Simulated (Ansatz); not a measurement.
The system is Ir.

```xyz
1
Lattice="0.0000 1.9156 1.9156 1.9156 0.0000 1.9156 1.9156 1.9156 0.0000" Properties=species:S:1:pos:R:3 pbc="T T T"
Ir    0.0000    0.0000    0.0000
```

- Program: Ansatz 0.2.0
- Task: relaxation of cell and atoms
- Functional: LDA
- Potentials or basis: Ansatz PAW
- Cutoff: 420 eV (not typed: the program's choice for these potentials)
- k mesh: 12 × 12 × 12
- Occupations: fermi-dirac, width 0.05 eV
- Spin: no spin polarisation

At the start: volume 14.06 Å³/atom.

Q: How do energy, volume and symmetry change on relaxing?

A: It ends after 4 steps and the volume is 13.82 Å³/atom (-1.7 %); space group Fm-3m (No. 225, to 0.05 Å).

The path:
```csv
step,energy change (eV),largest force (eV/Å),volume (Å³)
1,0.0000,0.0000,14.06
2,-0.0050,0.0000,13.84
3,-0.0050,0.0000,13.82
4,-0.0049,0.0000,13.82
```

Final structure:
```xyz
1
Lattice="0.0000 1.9048 1.9048 1.9048 0.0000 1.9048 1.9048 1.9048 0.0000" Properties=species:S:1:pos:R:3 pbc="T T T"
Ir    0.0000    0.0000    0.0000
```

Caveat: the plane-wave basis is chosen anew once the cell has moved, so the energies of steps on either side of that aren't comparable; the PAW data sets come from PBE, with cores solved anew for the run's functional, which leaves a small shift of forces and pressure.
